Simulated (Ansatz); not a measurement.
# Ag: strain energy, fitted

Ag, P6_3/mmc, a = 2.935 Å, c = 4.798 Å. This isn't the element's structure at ambient conditions. Ansatz: PBE, PAW, 420 eV, Γ-centred 24×24×12 mesh on 2 atoms, Gaussian smearing 0.10 eV; no spin polarisation. Series: uniaxial strain along a, with b, c and atoms relaxed; x is the strain in per cent. y is the free energy over the unstrained cell, V0 = 17.892 Å³/atom.

| x (%) | y (meV/atom) |
| --- | --- |
| -3.0 | ? |
| -2.0 | 1.72 |
| -1.0 | 0.28 |
| 0.0 | 0.00 |
| 1.0 | 0.55 |
| 2.0 | 1.87 |
| 3.0 | 3.66 |

Problem. Fit y = c2 x² + c3 x³ to the other rows, turn c2 into a modulus, and predict the missing energy.

Solution. Least squares on the rows shown. y = 0.4271 x² − 0.004083 x³. In eV per unit strain² c2 is 4.271; this is Young's modulus along the axis (E = ½ Y V0 ε²): 2 × 4.271 × 160.2 / (17.892) = 76 GPa. The unstrained cell keeps some stress along the strain, worth a slope of 0.24 meV/atom per %, which the form leaves out. With a term in x⁴ added, the coefficient of x² becomes 0.4927, 15 % more, which shows how far this figure hangs on the form. At x = -3.0 the fit asked for gives 3.95 meV/atom. The run gave 4.45 meV/atom, so the fit is 0.50 meV/atom too low, 11 % of the span of the series, against an rms of 0.13 meV/atom on the fitted rows. The row lies outside the fitted range. With a term in x⁴ added, a fit to the same known rows predicts 3.16 meV/atom, further off still.